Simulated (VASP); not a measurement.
# GaAs: forms and broadenings of the independent-particle spectrum

GaAs, F-43m (no. 216), 2 atoms in the cell. PBE, independent-particle dielectric function; PAW potentials As, Ga_d (PBE set).

## Input

INCAR.step1:
```
SYSTEM = GaAs
EDIFF = 1E-8 ; ENCUT = 330
ISMEAR = 0 ; KPAR = 4
LASPH = .True. ; LCHARG = .False.
LEPSILON = .True. ; LWAVE = .False.
PREC = Accurate ; SIGMA = 0.02
```

INCAR.step2, as INCAR.step1 but for:
```
- LEPSILON = .True.
- LWAVE = .False.
+ LWAVE = .True.
+ NBANDS = 41
```

INCAR.step3:
```
SYSTEM = GaAs
ALGO = None ; CSHIFT = 0.1
EDIFF = 1E-7 ; ENCUT = 330
ISMEAR = 0 ; ISTART = 1
KPAR = 4 ; LASPH = .True.
LCHARG = .False. ; LOPTICS = .True.
LWAVE = .False. ; NBANDS = 41
NEDOS = 2000 ; NELM = 1
PREC = Accurate ; SIGMA = 0.02
```

INCAR.step4, as INCAR.step3 but for:
```
+ LNABLA = .True.
```

INCAR.step5, as INCAR.step4 but for:
```
- LNABLA = .True.
+ IPEAD = 3
+ LPEAD = .True.
```

INCAR.step6, as INCAR.step5 but for:
```
- IPEAD = 3
+ IPEAD = 2
```

INCAR.step7 changes the same tag again: IPEAD = 4.

INCAR.step8, as INCAR.step7 but for:
```
- CSHIFT = 0.1
- IPEAD = 4
- LPEAD = .True.
+ CSHIFT = 0.5
```

INCAR.step9, as INCAR.step8 but for:
```
- CSHIFT = 0.5
+ CSHIFT = 0.3
```

INCAR.step10 changes the same tag again: CSHIFT = 0.01.

INCAR.step11, as INCAR.step10 but for:
```
- CSHIFT = 0.01
- ISMEAR = 0
+ CSHIFT = 0.1
+ ISMEAR = -5
```

INCAR.step12, as INCAR.step11 but for:
```
- ISMEAR = -5
- SIGMA = 0.02
+ ISMEAR = 0
+ SIGMA = 0.2
```

INCAR.step13, as INCAR.step12 but for:
```
- SIGMA = 0.2
+ OMEGAMAX = 12
+ SIGMA = 0.02
```

INCAR.step14, as INCAR.step13 but for:
```
- OMEGAMAX = 12
+ OMEGAMAX = 60
```

KPOINTS:
```
k-points
0
Gamma
  12 12 12
```

POSCAR:
```
GaAs
1.0
    0.0000000000      2.8268500000      2.8268500000
    2.8268500000      0.0000000000      2.8268500000
    2.8268500000      2.8268500000      0.0000000000
As Ga
1 1
Direct
    0.7500000000      0.7500000000      0.7500000000
    0.0000000000      0.0000000000      0.0000000000
```

Commands (each step's output is kept before the next begins):
```
cat potpaw_PBE.64/As/POTCAR potpaw_PBE.64/Ga_d/POTCAR > POTCAR
cp INCAR.step1 INCAR
mpirun -np 4 vasp_std > vasp.out
rm WAVECAR CHG
cp INCAR.step2 INCAR
mpirun -np 4 vasp_std > vasp.out
cp INCAR.step3 INCAR
mpirun -np 4 vasp_std > vasp.out
cp INCAR.step4 INCAR
mpirun -np 4 vasp_std > vasp.out
cp INCAR.step5 INCAR
mpirun -np 4 vasp_std > vasp.out
cp INCAR.step6 INCAR
mpirun -np 4 vasp_std > vasp.out
cp INCAR.step7 INCAR
mpirun -np 4 vasp_std > vasp.out
cp INCAR.step8 INCAR
mpirun -np 4 vasp_std > vasp.out
cp INCAR.step9 INCAR
mpirun -np 4 vasp_std > vasp.out
cp INCAR.step10 INCAR
mpirun -np 4 vasp_std > vasp.out
cp INCAR.step11 INCAR
mpirun -np 4 vasp_std > vasp.out
cp INCAR.step12 INCAR
mpirun -np 4 vasp_std > vasp.out
cp INCAR.step13 INCAR
mpirun -np 4 vasp_std > vasp.out
cp INCAR.step14 INCAR
mpirun -np 4 vasp_std > vasp.out
```

## Result

- Direct gap on the mesh (eV): 0.52
- Gap on the mesh (eV): 0.52
- Bands: 41

One ground state, settings moved in the last step alone:

| Settings | ε at zero frequency | Mean energy of the absorption, weighted by Im ε (eV) | Time (s) |
|---|---|---|---|
| longitudinal form, CSHIFT 0.1 | 17.96 | 4.45 | 4 |
| transversal form (LNABLA) | 18.17 | 4.46 | 4 |
| finite differences (LPEAD), order 3 | 13.84 | 4.64 | 7 |
| finite differences (LPEAD), order 2 | 13.67 | 4.66 | 6 |
| finite differences (LPEAD), order 4 | 13.91 | 4.63 | 8 |
| CSHIFT 0.5 | 15.71 | 4.63 | 3 |
| CSHIFT 0.3 | 16.92 | 4.54 | 4 |
| CSHIFT 0.01 | 18.13 | 4.33 | 4 |
| tetrahedron method | 14.58 | 4.61 | 4 |
| SIGMA 0.2 | 17.89 | 4.46 | 4 |
| OMEGAMAX 12, which cuts the spectrum short | 17.81 | 4.44 | 3 |
| OMEGAMAX 60 | 17.96 | 4.45 | 4 |

The mean energy covers the spectrum up to 12 eV.

On the same mesh, density-functional perturbation theory with local fields gives ε = 17.66.

VASP 6.6.1 took 150 s on 4 cores (Intel Xeon Platinum 8488C (Sapphire Rapids)), a shared host.
